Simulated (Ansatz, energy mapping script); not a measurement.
# FeCl3 monolayer: J from the energies of magnetic orders, part 2 of 2

Aim: the exchange couplings of FeCl3 monolayer from the energies of a few collinear orders, and the ordering temperature that they give.

PBE with U = 3.82 eV on Fe d, ortho-atomic projectors; plane waves, U on orthogonalised atomic orbitals unless named otherwise, collinear spin, no spin–orbit coupling.

So far. Step 6 (Order 3: parallel, cell B of 16 atoms): The run ends ferromagnetic. For each magnetic atom its energy differs from the parallel run of the first cell by 0.00 meV, an error that one common reference would have brought in. Step 7 (Compensated +−+− start in cell B (16 atoms)): The run ends antiferromagnetic, 4.59 meV a magnetic atom below the parallel order of its cell.

### 8. Compensated +−−+ start in cell B (16 atoms)

This order reverses 2 of the 3 neighbours at 3.52 Å, 4 of the 6 neighbours at 6.10 Å and 0 of the 3 neighbours at 7.04 Å, counted for an average magnetic atom.

Contents of input.yaml:

```yaml
crystal:
  lattice:
    - [6.100388011, 0.0, 0.0]
    - [-6.100388012, 10.56618198, 0.0]
    - [0.0, 0.0, 17.726677]
  atoms:
    - { symbol: Fe, position: [0.666667, 0.1666665, 0.499727], spin: 4.0 }
    - { symbol: Fe, position: [0.666667, 0.6666665, 0.499727], spin: -4.0 }
    - { symbol: Cl, position: [0.359889, 0.4999, 0.576909] }
    - { symbol: Cl, position: [0.359889, 0.9999, 0.576909] }
    - { symbol: Cl, position: [0.0002, 0.180044, 0.576909] }
    - { symbol: Cl, position: [0.0002, 0.680044, 0.576909] }
    - { symbol: Cl, position: [0.639912, 0.3200555, 0.576909] }
    - { symbol: Cl, position: [0.639912, 0.8200555, 0.576909] }
    - { symbol: Cl, position: [0.999809333, 0.320793334, 0.423091] }
    - { symbol: Cl, position: [0.999809333, 0.820793334, 0.423091] }
    - { symbol: Cl, position: [0.641778333, 9.5334e-05, 0.423091] }
    - { symbol: Cl, position: [0.641778333, 0.500095334, 0.423091] }
    - { symbol: Cl, position: [0.358413333, 0.179110834, 0.423091] }
    - { symbol: Cl, position: [0.358413333, 0.679110834, 0.423091] }
    - { symbol: Fe, position: [0.333333667, 0.333333166, 0.499892], spin: -4.0 }
    - { symbol: Fe, position: [0.333333667, 0.833333166, 0.499892], spin: 4.0 }
magnetization:
  spin_polarized: true
kpoints:
  mp_grid: { grid: [6, 3, 1] }
hamiltonian:
  xc: pbe
  hubbard:
    sites:
      - { species: Fe, l: d, u_eff: 3.82 }
      - { site: 0, l: d, u_eff: 3.82, starting_ns: [{ spin: up, occupation_matrix: fe1_major }, { spin: down, occupation_matrix: fe1_minor }] }
      - { site: 1, l: d, u_eff: 3.82, starting_ns: [{ spin: up, occupation_matrix: fe1_minor }, { spin: down, occupation_matrix: fe1_major }] }
      - { site: 14, l: d, u_eff: 3.82, starting_ns: [{ spin: up, occupation_matrix: fe8_minor }, { spin: down, occupation_matrix: fe8_major }] }
      - { site: 15, l: d, u_eff: 3.82, starting_ns: [{ spin: up, occupation_matrix: fe8_major }, { spin: down, occupation_matrix: fe8_minor }] }
    projectors: ortho-atomic
    occupation_matrices:
      fe1_major:
        matrix:
          - [0.998, 0.0, 0.0, 0.0, 0.0]
          - [0.0, 0.997, 0.0, 0.001, 0.0]
          - [0.0, 0.0, 0.997, 0.0, -0.001]
          - [0.0, 0.001, 0.0, 0.998, 0.0]
          - [0.0, 0.0, -0.001, 0.0, 0.998]
      fe1_minor:
        matrix:
          - [0.073, 0.0, 0.0, 0.0, 0.0]
          - [0.0, 0.297, 0.0, -0.147, -0.001]
          - [0.0, 0.0, 0.297, -0.001, 0.147]
          - [0.0, -0.147, -0.001, 0.186, 0.0]
          - [0.0, -0.001, 0.147, 0.0, 0.186]
      fe8_major:
        matrix:
          - [0.998, 0.0, 0.0, 0.0, 0.0]
          - [0.0, 0.997, 0.0, 0.001, 0.0]
          - [0.0, 0.0, 0.997, 0.0, -0.001]
          - [0.0, 0.001, 0.0, 0.998, 0.0]
          - [0.0, 0.0, -0.001, 0.0, 0.998]
      fe8_minor:
        matrix:
          - [0.073, 0.0, 0.0, 0.0, 0.0]
          - [0.0, 0.297, 0.0, -0.147, 0.001]
          - [0.0, 0.0, 0.297, 0.001, 0.147]
          - [0.0, -0.147, 0.001, 0.186, 0.0]
          - [0.0, 0.001, 0.147, 0.0, 0.186]
scf:
  occupations: { method: fermi_dirac, width: 0.07 }
output:
  eigenvalues: true
```

Launch:

```bash
$ ansatz run input.yaml --threads 4 --pin off --max-ram 8192MiB --backend cpu --events-out ev --progress --plain --runs-dir out
```

The job ended after 53 s (4 threads of Arm Neoverse V1, shared host; peak memory 3.3 GiB).

The run ends antiferromagnetic, 3.80 meV a magnetic atom below the parallel order of its cell.

### 9. Uncompensated +++− start in cell B (16 atoms)

This order reverses 1.5 of the 3 neighbours at 3.52 Å, 2 of the 6 neighbours at 6.10 Å and 1.5 of the 3 neighbours at 7.04 Å, counted for an average magnetic atom.

Changes to input.yaml since step 8:

```diff
@@ -7,3 +7,3 @@
     - { symbol: Fe, position: [0.666667, 0.1666665, 0.499727], spin: 4.0 }
-    - { symbol: Fe, position: [0.666667, 0.6666665, 0.499727], spin: -4.0 }
+    - { symbol: Fe, position: [0.666667, 0.6666665, 0.499727], spin: 4.0 }
     - { symbol: Cl, position: [0.359889, 0.4999, 0.576909] }
@@ -20,4 +20,4 @@
     - { symbol: Cl, position: [0.358413333, 0.679110834, 0.423091] }
-    - { symbol: Fe, position: [0.333333667, 0.333333166, 0.499892], spin: -4.0 }
-    - { symbol: Fe, position: [0.333333667, 0.833333166, 0.499892], spin: 4.0 }
+    - { symbol: Fe, position: [0.333333667, 0.333333166, 0.499892], spin: 4.0 }
+    - { symbol: Fe, position: [0.333333667, 0.833333166, 0.499892], spin: -4.0 }
 magnetization:
@@ -32,5 +32,5 @@
       - { site: 0, l: d, u_eff: 3.82, starting_ns: [{ spin: up, occupation_matrix: fe1_major }, { spin: down, occupation_matrix: fe1_minor }] }
-      - { site: 1, l: d, u_eff: 3.82, starting_ns: [{ spin: up, occupation_matrix: fe1_minor }, { spin: down, occupation_matrix: fe1_major }] }
-      - { site: 14, l: d, u_eff: 3.82, starting_ns: [{ spin: up, occupation_matrix: fe8_minor }, { spin: down, occupation_matrix: fe8_major }] }
-      - { site: 15, l: d, u_eff: 3.82, starting_ns: [{ spin: up, occupation_matrix: fe8_major }, { spin: down, occupation_matrix: fe8_minor }] }
+      - { site: 1, l: d, u_eff: 3.82, starting_ns: [{ spin: up, occupation_matrix: fe1_major }, { spin: down, occupation_matrix: fe1_minor }] }
+      - { site: 14, l: d, u_eff: 3.82, starting_ns: [{ spin: up, occupation_matrix: fe8_major }, { spin: down, occupation_matrix: fe8_minor }] }
+      - { site: 15, l: d, u_eff: 3.82, starting_ns: [{ spin: up, occupation_matrix: fe8_minor }, { spin: down, occupation_matrix: fe8_major }] }
     projectors: ortho-atomic
```

Run time: 1.7 min. Hardware: 4 threads; peak memory 3.5 GiB.

The run ends ferrimagnetic, 2.48 meV a magnetic atom below the parallel order of its cell.

### 10. From energies to couplings

Each energy difference is a sum of couplings weighted by the pairs that the order reverses. A few near shells are fitted to the differences by least squares. Energies are those extrapolated to zero occupation width, not the free energies F.

The orders side by side; each is measured from the parallel order in the same cell and on the same mesh:

```csv
order,atoms,energy (meV a magnetic atom),moments (μB),moments kept as typed,"opposed neighbours at 3.52, 6.10, 7.04 Å"
parallel in cell A,8,0.00,3.95,yes,"0, 0, 0"
compensated +− in cell A,8,-1.41,3.95,yes,"3, 0, 3"
parallel in cell B,16,0.00,3.95,yes,"0, 0, 0"
compensated +−+− in cell B,16,-4.59,3.95,yes,"1, 4, 3"
compensated +−−+ in cell B,16,-3.80,3.95,yes,"2, 4, 0"
uncompensated +++− in cell B,16,-2.48,3.94 to 3.95,yes,"1.5, 2, 1.5"
```

The Heisenberg fit (each pair counts twice, positive J is ferromagnetic):

```csv
pair,distance (Å),neighbours,J (meV)
Fe–Fe,3.52,3,-0.0784
Fe–Fe,6.10,6,-0.437
Fe–Fe,7.04,3,-0.158
```

These orders cannot tell some unfitted shells from fitted ones: the value at 3.52 Å holds J(3.52) + 2 J(9.32); other unfitted shells add to the values wholly or in part. No temperature is drawn.

### 11. Summary of results

```
lowest order tried                                              : compensated +−+− in cell B
largest fitted value (a combination of shells), Fe–Fe at 6.10 Å : -0.437 meV
```

**Reading.** Of the orders tried, FeCl3 monolayer prefers the order “compensated +−+− in cell B” under PBE+U (3.82 eV), with 1 of 3 neighbours at 3.52 Å, 4 of 6 neighbours at 6.10 Å and 3 of 3 neighbours at 7.04 Å opposed. The largest fitted coupling is the Fe–Fe pair at 6.10 Å, antiferromagnetic at -0.44 meV. The 4 differences hold only 3 independent equations for a pair model, so the fit of 3 couplings has none to spare and its small miss tests the pair form alone. In the fitted orders moments change by up to 0.19 % against the parallel run of the same cell, so their size stays put. With a near shell that the orders cannot separate, no temperature is given.

[Logs and program files are shortened in this print: banners, set-up blocks, solver, clock and traceback lines can be left out without a mark of their own.]

[Logs are printed without paths, hosts, clocks, repeated set-up lines and the standing remarks that a program may print on its own settings, such as how far it seeks lower states.]

[Hosts, paths, dates, database ids (printed as entryN), source tags and the programs' standing remarks are cut or masked in the printed files.]

[Where a cell is said to come from a database of computed structures, the database is the Materials Project.]
